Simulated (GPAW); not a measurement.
Here is a GPAW 26.7.0 calculation.

File run.py:

```python
from ase.dft.bandgap import bandgap
from ase.io import read, write
from ase.units import GPa
from gpaw import GPAW, PW

atoms = read('POSCAR')

calc = GPAW(mode=PW(450),
            xc='PBE',
            kpts={'size': (8, 8, 4), 'gamma': True},
            occupations={'name': 'fermi-dirac', 'width': 0.05},
            nbands=24,
            maxiter=120,
            txt='gpaw.txt')
atoms.calc = calc
energy = atoms.get_potential_energy()
forces = atoms.get_forces()
stress = atoms.get_stress()
calc.write('gs.gpw')
write('result.traj', atoms)
print(f'Energy: {energy:.6f} eV')
print('Forces (eV/A):')
print(forces.round(4))
print('Stress (GPa):', (stress / GPa).round(3))
print('Fermi level:', round(calc.get_fermi_level(), 4), 'eV')
print(f'Gap: {bandgap(calc)[0]:.4f} eV, direct: {bandgap(calc, direct=True)[0]:.4f} eV')
```

Contents of POSCAR:

```
Zr
1.0
    3.2320000000      0.0000000000      0.0000000000
   -1.6160000000      2.7989941050      0.0000000000
    0.0000000000      0.0000000000      5.1470000000
Zr
2
Direct
    0.6666666667      0.3333333333      0.7500000000
    0.3333333333      0.6666666667      0.2500000000
```

Potentials or basis: GPAW PAW data sets (gpaw-data 1.2.1), pw.

Command:

```sh
$ OMP_NUM_THREADS=1 python run.py
```

Question: Predict the band gap on the k mesh.

Answer: None (metal or under the smearing width).

Question: Predict the pressure.

Answer: -0.6 GPa.

Caveat: the cutoff is short for stress and forces, so pressures can be off by a GPa or more.
